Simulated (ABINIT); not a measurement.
# CdS (Greenockite) (P6_3mc) in ABINIT: settings compared, part 2 of 2

ABINIT 10.8.3 (patched build). Earlier steps stand in the parts before.

### 3 Single point, LDA

Input file run.abi:

```
pp_dirpath "./"
pseudos "Cd.LDA_PW-JTH.xml, S.LDA_PW-JTH.xml"

acell 7.8423634172 7.8423634172 12.7310849016
rprim
     1.0000000000     0.0000000000     0.0000000000
    -0.5000000000     0.8660254038     0.0000000000
     0.0000000000     0.0000000000     1.0000000000
ntypat 2
znucl 48 16
natom 4
typat 1 1 2 2
xred
     0.6666666667     0.3333333333     0.5000000000
     0.3333333333     0.6666666667     0.0000000000
     0.6666666667     0.3333333333     0.8750000000
     0.3333333333     0.6666666667     0.3750000000

ecut 20.0
pawecutdg 40.0

kptopt 1
ngkpt 6 6 3
nshiftk 1
shiftk 0.0 0.0 0.0

ixc 7

nband 22
occopt 3
tsmear 0.05 eV

nstep 100
tolvrs 1.0e-9

iomode 3
prtwf 0
prtden 0
prteig 0
prtebands 0
prtvol 2
```

Potentials or basis: JTH PAW LDA v2.0.

Launch:

```console
$ abinit run.abi > log 2>&1
```

run.abo:

```text
.Version 10.8.3 of ABINIT
 Symmetries : space group P6_3 m c (#186); Bravais hP (primitive hexag.)
================================================================================
 Values of the parameters that define the memory need of the present run
     intxc =       0    ionmov =       0      iscf =      17    lmnmax =      18
     lnmax =       6     mgfft =      54  mpssoang =       3    mqgrid =    3625
     natom =       4  nloc_mem =       2    nspden =       1   nspinor =       1
    nsppol =       1      nsym =      12    n1xccc =       1    ntypat =       2
    occopt =       3   xclevel =       1
       mpw =        2916          nfft =       55296          nkpt =          14
 PAW method is used; the additional fine FFT grid is defined by:
   mgfftf=        75    nfftf =    172800
================================================================================
================================================================================

--------------------------------------------------------------------------------
------------- Echo of variables that govern the present computation ------------
--------------------------------------------------------------------------------
 -outvars: echo values of preprocessed input variables --------
            acell      7.8423634172E+00  7.8423634172E+00  1.2731084902E+01 Bohr
              amu      1.12411000E+02  3.20660000E+01
             ecut      2.00000000E+01 Hartree
              ixc           7
         kptrlatt        6    0    0      0    6    0      0    0    3
          kptrlen      3.81932547E+01
            natom           4
[... 416 lines left out ...]
Total energy DC     : -1.19754238692152E+04
Total energy (eV)   : -3.25867884453148E+05
Total energy DC (eV): -3.25867884364555E+05
...

 Cartesian components of stress tensor (hartree/bohr^3)
  sigma(1 1)=  1.13420712E-04  sigma(3 2)=  0.00000000E+00
  sigma(2 2)=  1.13420712E-04  sigma(3 1)=  0.00000000E+00
  sigma(3 3)=  9.42119144E-05  sigma(2 1)=  0.00000000E+00

-Cartesian components of stress tensor (GPa)         [Pressure= -3.1486E+00 GPa]
- sigma(1 1)=  3.33695255E+00  sigma(3 2)=  0.00000000E+00
- sigma(2 2)=  3.33695255E+00  sigma(3 1)=  0.00000000E+00
- sigma(3 3)=  2.77181022E+00  sigma(2 1)=  0.00000000E+00

== END DATASET(S) ==============================================================
================================================================================

 -outvars: echo values of variables after computation  --------
            acell      7.8423634172E+00  7.8423634172E+00  1.2731084902E+01 Bohr
           etotal     -1.1618278301E+02
            fcart      2.7467691357E-28  1.5858478999E-28 -1.1973792082E-03
                      -2.7467691357E-28 -1.5858478999E-28 -1.1973792082E-03
                      -0.0000000000E+00 -0.0000000000E+00  1.1973792082E-03
                      -0.0000000000E+00 -0.0000000000E+00  1.1973792082E-03
            rprim      1.0000000000E+00  0.0000000000E+00  0.0000000000E+00
                      -5.0000000000E-01  8.6602540380E-01  0.0000000000E+00
                       0.0000000000E+00  0.0000000000E+00  1.0000000000E+00
           strten      1.1342071184E-04  1.1342071168E-04  9.4211914395E-05
                       0.0000000000E+00  0.0000000000E+00  0.0000000000E+00
           xangst      2.0749999986E+00  1.1980018078E+00  3.3684999977E+00
                      -5.4679420442E-16  2.3960036156E+00  0.0000000000E+00
                       2.0749999986E+00  1.1980018078E+00  5.8948749960E+00
                      -5.4679420442E-16  2.3960036156E+00  2.5263749983E+00
             xred      6.6666666667E-01  3.3333333333E-01  5.0000000000E-01
                       3.3333333333E-01  6.6666666667E-01  0.0000000000E+00
                       6.6666666667E-01  3.3333333333E-01  8.7500000000E-01
                       3.3333333333E-01  6.6666666667E-01  3.7500000000E-01
 Calculation completed.
```

It took 40 s on 1 thread of Arm Neoverse V2, shared host; peak memory 0.13 GiB.

Results:

| Item | Value |
| --- | --- |
| Free energy | -3161.4946 eV |
| Largest force | 0.062 eV/Å |
| Band gap on the k mesh | 0.89 eV, direct |
| Valence electrons inside the program's atomic spheres | Cd 10.48; S 3.55 |

Forces on the atoms (eV/Å):
```
Cd   0.000  0.000 -0.062
Cd   0.000  0.000 -0.062
S    0.000  0.000  0.062
S    0.000  0.000  0.062
```

Caveat: the cutoff is too short for stress, so the log's stress isn't used.

### 4 Against experiment

Step 2. Against the measured gap of CdS, 2.5809 eV (quoted in “Isotope dependence of band-gap energy”, 2008, arxiv:0807.2152), the calculated 1.18 eV is off by -1.40 eV. So large a miss can be the level of theory's own, or it may mean another phase, state or a wrong row. Spin-orbit coupling on Cd is left out. The value is that of PBE, without temperature or zero-point motion. Semilocal functionals fall short of measured gaps as a rule.

Step 3. Against the measured gap of CdS, 2.5809 eV (quoted in “Isotope dependence of band-gap energy”, 2008, arxiv:0807.2152), the calculated 0.89 eV is off by -1.69 eV. So large a miss can be the level of theory's own, or it may mean another phase, state or a wrong row. Spin-orbit coupling on Cd is left out. The value is that of LDA, without temperature or zero-point motion. Semilocal functionals fall short of measured gaps as a rule.
